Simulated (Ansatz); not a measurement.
## Magnetic and orbital states of V3Si

V3Si is taken as an experimental structure (space group Pm-3n), 8 atoms in the cell. Source: COD entry 1011299; it may be a high-temperature, high-pressure or metastable form.

```
Si V
1.0
     4.71200    0.00000    0.00000
     0.00000    4.71200    0.00000
     0.00000    0.00000    4.71200
Si V
2 6
Direct
  0.00000 0.00000 0.00000
  0.50000 0.50000 0.50000
  0.25000 0.00000 0.50000
  0.50000 0.75000 0.00000
  0.75000 0.00000 0.50000
  0.50000 0.25000 0.00000
  0.00000 0.50000 0.75000
  0.00000 0.50000 0.25000
```

Atoms are numbered from 1 in the order listed.

Computed with Ansatz development build ahead of 0.2.0, DFT, PBE, PAW, plane waves, scalar-relativistic.

| Item | Value |
| --- | --- |
| Plane-wave cutoff | 420 eV |
| k-point mesh | 5×5×5 (Γ-centred) |
| Occupations | Gaussian smearing, 0.1 eV |

Machine: 2 threads of Intel(R) Xeon(R) 6975P-C (shared host).

“Plain SCF” means no search for lower states.

| start | iterations | wall time (s) | final moments of V3 V4 V5 V6 V7 V8 (μB) | total (μB) | gap (eV) | pressure (GPa) | F − F(lowest) (meV/atom) |
| --- | --- | --- | --- | --- | --- | --- | --- |
| opposed moments ++--+-, plain SCF [V3 2.00, V4 2.00, V5 -2.00, V6 -2.00, V7 2.00, V8 -2.00 μB] | 21 | 11 | 0.00 0.00 0.00 0.00 0.00 0.00 | 0.00 | none | -1.2 | 0.0 |
| parallel moments scaled by 1.5, plain SCF [V3 3.00, V4 3.00, V5 3.00, V6 3.00, V7 3.00, V8 3.00 μB] | 14 | 3 | 0.00 0.00 0.00 0.00 0.00 0.00 | 0.00 | none | -1.2 | 0.0 |
| parallel moments, plain SCF [V3 2.00, V4 2.00, V5 2.00, V6 2.00, V7 2.00, V8 2.00 μB] | 20 | 4.2 | 0.00 0.00 0.00 0.00 0.00 0.00 | 0.00 | none | -1.2 | 0.0 |
| no spin polarisation | 6 | 0.89 | 0.00 0.00 0.00 0.00 0.00 0.00 | 0.00 | none | -1.2 | 0.0 |
| spin on, no moments given (the program may seed its own), plain SCF | 16 | 2.9 | 0.00 0.00 0.00 0.00 0.00 0.00 | 0.00 | none | -1.2 | 0.0 |

Distinct self-consistent solutions found: 1, from 5 converged runs. The lowest is non-magnetic, no gap on the k-mesh; it was reached by 5 starts. Spin polarisation gains nothing here: every starting moment dies out. A lower state, such as a non-collinear one or one in a larger cell, can't be excluded.
